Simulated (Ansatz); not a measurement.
Tc in Ansatz: the effect of functional

Tc:

```xyz
4
Lattice="2.7394 0.0000 0.0000 -1.3697 2.3724 0.0000 0.0000 0.0000 8.7697" Properties=species:S:1:pos:R:3 pbc="T T T"
Tc    1.3697    0.7908    6.5773
Tc    0.0000    0.0000    4.3848
Tc    0.0000    1.5816    2.1924
Tc    0.0000    0.0000    0.0000
```

Alike in all runs:

| Quantity | Value |
| --- | --- |
| Program | Ansatz 0.2.0 |
| Task | band structure |
| Potentials or basis | all-electron LAPW, scalar-relativistic |
| Cutoff | 243 eV |
| Basis error allowed | 0.002 eV/atom |
| k mesh | 11 × 11 × 3 |
| Occupations | fermi-dirac, width 0.05 eV |
| Spin | no spin polarisation |

**Question.** One run gave: pressure 4.3 GPa. Which functional did it use?
A. PBEsol
B. LDA
C. PBE

**Answer.** C.

```tsv
functional	pressure (GPa)
PBEsol	-5.3
LDA	-10.6
PBE	4.3
```

Not every run made on this cell is shown here.
